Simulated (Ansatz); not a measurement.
SnO:

```xyz
4
Lattice="3.8137 0.0000 0.0000 0.0000 3.8137 0.0000 0.0000 0.0000 4.8869" Properties=species:S:1:pos:R:3 pbc="T T T"
Sn    1.9068    0.0000    3.7367
Sn    0.0000    1.9068    1.1503
O     0.0000    0.0000    0.0000
O     1.9068    1.9068    0.0000
```

The cell is a database's computed one.

Base run:

| Quantity | Value |
| --- | --- |
| Program | Ansatz 0.2.0 |
| Functional | PBE |
| Potentials or basis | all-electron LAPW, scalar-relativistic |
| Cutoff | 345 eV |
| Density cutoff | 1378 eV |
| Basis error allowed | 0.001 eV/atom |
| k mesh | 7 × 7 × 6 |
| Occupations | fermi-dirac, width 0.05 eV |
| Spin | no spin polarisation |

Its results: band gap on the k mesh 0.37 eV, indirect (least direct gap 2.08 eV); pressure 3.6 GPa; largest force 0.367 eV/Å.

**Question.** After a change of settings the same cell gave: band gap on the k mesh 0.36 eV, indirect (least direct gap 1.99 eV); pressure -0.6 GPa; largest force 0.071 eV/Å. Which change was it?
A. potentials or basis from all-electron LAPW, scalar-relativistic to all-electron PAW datasets made for the crystal
B. functional from PBE to PBEsol
C. functional from PBE to LDA; basis error allowed from 0.001 eV/atom to 0.002 eV/atom
D. basis error allowed from 0.001 eV/atom to 0.002 eV/atom

**Answer.** B.

PBEsol binds more tightly than PBE, so the same cell stands under less pressure.

Caveats: spin-orbit coupling is left out, which moves the levels of the heavy elements; an odd mesh through Γ misses points on the zone boundary, where band edges often lie.

Not every run made on this cell is shown here.
